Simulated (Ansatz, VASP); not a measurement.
**Two plane-wave programs on Cl**

INCAR

```
SYSTEM = Cl
PREC = Accurate ; ENCUT = 600
EDIFF = 1E-6 ; ISMEAR = 0
SIGMA = 0.1 ; LREAL = .False.
LASPH = .True. ; NELM = 100
ALGO = Normal ; ISIF = 3
LWAVE = .False. ; LCHARG = .False.
GGA = PS ; IBRION = 2
NSW = 100 ; EDIFFG = -0.01
```

KPOINTS

```
regular mesh
0
Gamma
  8 8 8
  0 0 0
```

POSCAR

```
Cl
1.0
    5.3259346082      0.0000000000      0.0000000000
    0.0000000000      5.3259346082      0.0000000000
    0.0000000000      0.0000000000      5.3259346082
Cl
8
Direct
    0.5000000000      0.5000000000      0.5000000000
    0.0000000000      0.0000000000      0.0000000000
    0.2500000000      0.0000000000      0.5000000000
    0.5000000000      0.2500000000      0.0000000000
    0.5000000000      0.7500000000      0.0000000000
    0.7500000000      0.0000000000      0.5000000000
    0.0000000000      0.5000000000      0.7500000000
    0.0000000000      0.5000000000      0.2500000000
```

Input for Ansatz:

```yaml
crystal:
  lattice:
    - [5.3259346082, 0.0, 0.0]
    - [0.0, 5.3259346082, 0.0]
    - [0.0, 0.0, 5.3259346082]
  atoms:
    - { symbol: Cl, position: [0.5, 0.5, 0.5] }
    - { symbol: Cl, position: [0.0, 0.0, 0.0] }
    - { symbol: Cl, position: [0.25, 0.0, 0.5] }
    - { symbol: Cl, position: [0.5, 0.25, 0.0] }
    - { symbol: Cl, position: [0.5, 0.75, 0.0] }
    - { symbol: Cl, position: [0.75, 0.0, 0.5] }
    - { symbol: Cl, position: [0.0, 0.5, 0.75] }
    - { symbol: Cl, position: [0.0, 0.5, 0.25] }
basis:
  ecutwfc: 420
kpoints:
  mp_grid: { grid: [8, 8, 8] }
hamiltonian:
  xc: pbesol
scf:
  occupations: { method: gaussian, width: 0.1 }
output:
  forces: true
  stress: true
  eigenvalues: true
relax:
  adjacent_minimum: "off"
  f_tol: 0.01
  max_steps: 80
  cell: { stress_tol: 0.05 }
```

Alike in both runs: task relaxation of cell and atoms; functional PBEsol; k mesh 8 × 8 × 8; occupations gaussian, width 0.1 eV; no spin polarisation.

```csv
,VASP,Ansatz
version,VASP 6.6.1,Ansatz 0.2.0
potentials or method,"VASP PAW PBE potentials, release 64 (Cl)","scalar-relativistic, plane waves, PAW"
plane-wave cutoff (eV),600,420
valence electrons in the cell,56,56
```

Ansatz gave:

```
gap on the k mesh at the Fermi level, each at its own relaxed structure (eV) : none
relaxed volume (Å³/atom)                                                     : 18.98
relaxed cell length with the largest relative difference (Å)                 : 5.335
```

Which values does VASP return?

gap on the k mesh at the Fermi level, each at its own relaxed structure (eV): none; relaxed volume (Å³/atom): 18.95; relaxed cell length with the largest relative difference (Å): 5.332.

A gap of «none» marks a metal or a gap that the smearing closes.

Caveats: the PAW data sets were made with another functional, which shifts forces and pressure a little (VASP).
